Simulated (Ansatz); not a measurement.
The cell is ZrO2 in the fluorite structure; cell and atoms were relaxed with r2SCAN. Space group Fm-3m (No. 225), cubic; conventional cell a = 5.089 Å, 10.99 Å³ an atom. Zr is surrounded by 8 O at 2.20 Å; O is surrounded by 4 Zr at 2.20 Å.

```
CELL_PARAMETERS angstrom
0.00000 2.54471 2.54471
2.54471 0.00000 2.54471
2.54471 2.54471 0.00000
ATOMIC_POSITIONS crystal
Zr 0.00000 0.00000 0.00000
O 0.25000 0.25000 0.25000
O 0.75000 0.75000 0.75000
```

4 runs of the PAW code Ansatz on this cell differ in the functional (and in the settings that go with it). Levels are in eV from each run's valence top; v1 is the last filled band, c1 the first empty one.

Run A, mean stress -3.0 GPa (compression positive):
```tsv
point	v2	v1	c1	c2
Γ	-0.59	-0.59	4.98	4.98
X	-1.60	0.00	5.38	6.52
U	-1.31	-0.35	5.63	6.50
```

Run B, mean stress -2.9 GPa (compression positive):
```tsv
point	v2	v1	c1	c2
Γ	-0.59	-0.59	5.73	5.73
X	-1.63	0.00	6.13	7.29
U	-1.33	-0.36	6.38	7.27
```

Run C, mean stress 0.0 GPa (compression positive):
```tsv
point	v2	v1	c1	c2
Γ	-0.55	-0.55	3.89	3.89
X	-1.52	0.00	4.29	5.26
U	-1.22	-0.34	4.51	5.26
```

Run D, mean stress +3.8 GPa (compression positive):
```tsv
point	v2	v1	c1	c2
Γ	-0.53	-0.53	3.36	3.36
X	-1.51	0.00	3.80	4.74
U	-1.21	-0.33	4.03	4.75
```

Question: Match the runs to PBE, r2SCAN, HSE06, PBE0.

Answer: A is HSE06, B is PBE0, C is r2SCAN, D is PBE. In order of the gap: PBE 3.36, r2SCAN 3.89, HSE06 4.98, PBE0 5.73 eV. The stress vanishes for r2SCAN, which relaxed the cell.

Spin-unpolarised throughout; all numbers are computed.

The program warns that its thresholds are loose for a hybrid's stress.

The meshes of the hybrids are coarse, so their gaps aren't converged to the digits shown.
